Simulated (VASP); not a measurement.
RbCl, 2 atoms in the cell. The structure is cubic, space group Fm-3m (No. 225). The conventional cell has a = 6.459 Å, b = 6.459 Å, c = 6.459 Å, α = 90.00°, β = 90.00°, γ = 90.00°. Around Rb (site symmetry m-3m) lie 6 Cl at 3.23 Å. Cl (site symmetry m-3m) has 6 Rb at 3.23 Å as nearest neighbours.  The cell isn't the ideal one: a relaxed cell with its volume scaled by 0.94.

| Quantity | Value |
| --- | --- |
| Program | VASP 6.6.1 |
| Task | relaxation of the atoms |
| Functional | PBE |
| Dispersion | D3(BJ) |
| Potentials or basis | VASP PAW PBE potentials, release 64 (Rb_sv, Cl) |
| Cutoff | 600 eV |
| k mesh | 8 × 8 × 8 |
| Occupations | gaussian, width 0.03 eV |
| Spin | no spin polarisation |
| Further INCAR settings | ALGO = Normal; EDIFF = 1e-07; IBRION = 2; EDIFFG = -0.01; NSW = 40 |

Potentials or basis: VASP PAW PBE potentials, release 64 (Rb_sv, Cl).

The run is started by

```bash
$ cat potpaw_PBE.64/Rb_sv/POTCAR potpaw_PBE.64/Cl/POTCAR > POTCAR
$ mpirun -np 1 vasp_std > vasp.out
```

Hardware: 1 thread of Intel(R) Xeon(R) 6975P-C (Granite Rapids) (shared host).

Problem. How long does it take, and how much memory?

Solution. Wall time 10 s on 1 thread of Intel(R) Xeon(R) 6975P-C (Granite Rapids), with other jobs on the host, peak memory 0.22 GiB. Counts: scf iterations 13, k points 29, ion steps 1.
